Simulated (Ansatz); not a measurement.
## ¹⁷O nuclear quadrupole resonance in SiO2

Cell: an entry of the Crystallography Open Database (COD; perhaps a calculated or model structure), its atoms then relaxed with PBE in this cell.

Space group P4_32_12 (No. 96); a = 4.9329, c = 6.4645 Å.

| site | Wyckoff | site symmetry | x | y | z |
| --- | --- | --- | --- | --- | --- |
| Si | 4a | ..2 | 0.8169 | 0.8169 | 0.5000 |
| O | 8b | 1 | 0.2693 | 0.3637 | 0.8000 |

One atom of each set is listed.

Method: Kohn–Sham DFT in Ansatz, PBE, plane waves and PAW, scalar-relativistic, 420 eV cutoff, Γ-centred 4×4×3 k-points, Fermi–Dirac smearing 0.02 eV.

¹⁷O: I = 5/2, Q = -25.58 mb (year-2017 value). Static lattice, zero field.

Q: The simulated lines lie at 0.931, 1.65 MHz. What are |C_Q|, η and |V_zz| at O?

A: For I = 5/2 and η = 0 the lines are 3|C_Q|/20 and twice that; η pulls their ratio below 2. Here |C_Q| = 5.61 MHz, η = 0.32 and |V_zz| = 9.06 × 10²¹ V/m². The calculation gives V_zz positive; the lines don't show the sign. The site has 2 Si at 1.63 Å, angle 137°.

At O V_zz runs parallel to the line that joins its two neighbours (within 2°).

The cell is 8 % smaller than that of α-cristobalite at ambient conditions, so the entry probably stands for a crystal under pressure.
